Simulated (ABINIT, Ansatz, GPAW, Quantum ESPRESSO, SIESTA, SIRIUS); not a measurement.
**One calculation of CO2, 6 ways**

```
O C
1.0
    -1.97473    1.97473    3.01406
     1.97473   -1.97473    3.01406
     1.97473    1.97473   -3.01406
O C
4 2
Direct
  0.87500 0.95980 0.58480
  0.37500 0.29020 0.41520
  0.04020 0.62500 0.91520
  0.70980 0.12500 0.08480
  0.00000 0.00000 0.00000
  0.75000 0.25000 0.50000
```

The cell comes from a database or a generator and needn't be the stable form of this composition.

Alike in all runs: task single point; functional PBEsol; k mesh 9 × 9 × 9; occupations fermi-dirac, width 0.05 eV; no spin polarisation; no spin-orbit coupling. Pressure is positive in compression and, in plane waves, holds the error of the finite cutoff.

```json
{"program and potentials": "ABINIT, PseudoDojo NC SR PBEsol v0.4.1 standard", "plane-wave cutoff (eV)": "1143", "notes": "-", "pressure (GPa)": "-6.71", "largest force (eV/Å)": "0.220"}
{"program and potentials": "GPAW, PAW data sets generated for this functional", "plane-wave cutoff (eV)": "800", "notes": "-", "pressure (GPa)": "-6.15", "largest force (eV/Å)": "0.155"}
{"program and potentials": "SIRIUS, PseudoDojo 0.4.1 PBEsol standard (scalar relativistic)", "plane-wave cutoff (eV)": "1152", "notes": "-", "pressure (GPa)": "-6.70", "largest force (eV/Å)": "0.221"}
{"program and potentials": "Quantum ESPRESSO, GBRV 1.5 PBEsol", "plane-wave cutoff (eV)": "612", "notes": "-", "pressure (GPa)": "-5.47", "largest force (eV/Å)": "0.125"}
{"program and potentials": "SIESTA, files PseudoDojo sr-pbesol-0.4.1-standard, DZP (energy shift 0.003 Ry)", "plane-wave cutoff (eV)": "-", "notes": "atomic basis", "pressure (GPa)": "-2.67", "largest force (eV/Å)": "0.283"}
{"program and potentials": "Ansatz, all-electron LAPW, scalar-relativistic", "plane-wave cutoff (eV)": "-", "notes": "-", "pressure (GPa)": "-6.30", "largest force (eV/Å)": "0.192"}
```

Force on atom 1 (O), eV/Å:

| program and potentials | x | y | z |
| --- | --- | --- | --- |
| ABINIT, PseudoDojo NC SR PBEsol v0.4.1 standard | 0.220 | 0.000 | 0.000 |
| GPAW, PAW data sets generated for this functional | 0.155 | 0.000 | 0.000 |
| SIRIUS, PseudoDojo 0.4.1 PBEsol standard (scalar relativistic) | 0.221 | 0.000 | 0.000 |
| Quantum ESPRESSO, GBRV 1.5 PBEsol | 0.125 | 0.000 | 0.000 |
| SIESTA, files PseudoDojo sr-pbesol-0.4.1-standard, DZP (energy shift 0.003 Ry) | -0.283 | 0.000 | 0.000 |
| Ansatz, all-electron LAPW, scalar-relativistic | 0.192 | 0.000 | 0.000 |

The pressure spans -6.71 (ABINIT, PseudoDojo NC SR PBEsol v0.4.1 standard) to -2.67 GPa (SIESTA, files PseudoDojo sr-pbesol-0.4.1-standard, DZP (energy shift 0.003 Ry)), with all-electron results at -6.30. Rows in atomic bases carry the error of their basis and grid, which can be large.

The functional is the same throughout but for its coding, so the spread measures potentials, basis and numerics; runs on potential files found faulty are left out.
